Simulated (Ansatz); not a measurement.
# ZnTe: response to strain

The parent structure is ZnTe in the zinc blende structure (space group F-43m, No. 216; a = 6.1791 Å). Axes: x, y, z lie along the cube axes.

Strains are applied to the cell and any free atomic positions relax; under biaxial strain the out-of-plane vector relaxes too.

Level of theory: DFT with PBE, PAW potentials and a 420 eV plane-wave cutoff in Ansatz (a program for electronic structure), scalar-relativistic without spin-orbit coupling.

Notes on the quantities. pressure: mean of the normal stresses, compression positive; energy relative to the base: free energy F.

| change | electron mass | pressure | energy relative to the base | shortest interatomic distance |
|---|---|---|---|---|
| base | 0.077 mₑ (at Γ) | 0.00 GPa | 0 meV/atom | 2.676 Å |
| biaxial strain −0.34 %, plane normal [001], relaxed out of plane | 0.078 mₑ (at Γ) | 0.15 GPa | +0.1 meV/atom | 2.673 Å |
| biaxial strain −1.76 %, plane normal [110], relaxed out of plane | – | 1.05 GPa | +5.0 meV/atom | 2.646 Å |
| isotropic strain −2.09 % | 0.091 mₑ (at Γ) | 3.18 GPa | +17 meV/atom | 2.620 Å |
| isotropic strain −1.97 % | 0.090 mₑ (at Γ) | 2.97 GPa | +15 meV/atom | 2.623 Å |
| uniaxial strain ε_yy = −5.43 % | 0.089 mₑ (at Γ) | 2.71 GPa | +18 meV/atom | 2.628 Å |
| uniaxial strain ε_yy = −5.35 % | 0.088 mₑ (at Γ) | 2.66 GPa | +17 meV/atom | 2.629 Å |
| uniaxial strain ε_yy = +1.59 % | 0.073 mₑ (at Γ) | -0.66 GPa | +1.4 meV/atom | 2.690 Å |
| uniaxial strain ε_zz = +4.85 % | 0.068 mₑ along z, 0.064 mₑ across (at Γ) | -1.85 GPa | +13 meV/atom | 2.720 Å |
| tensor shear ε_yz = +1.95 % | – | 0.03 GPa | +4.2 meV/atom | 2.663 Å |

Spin-orbit coupling, missing from the scalar runs, can matter with Te. The levels and masses belong to the bands next to the band gap. Effective masses come from finite differences of ±0.01 Å⁻¹. No phonon test of stability was made.
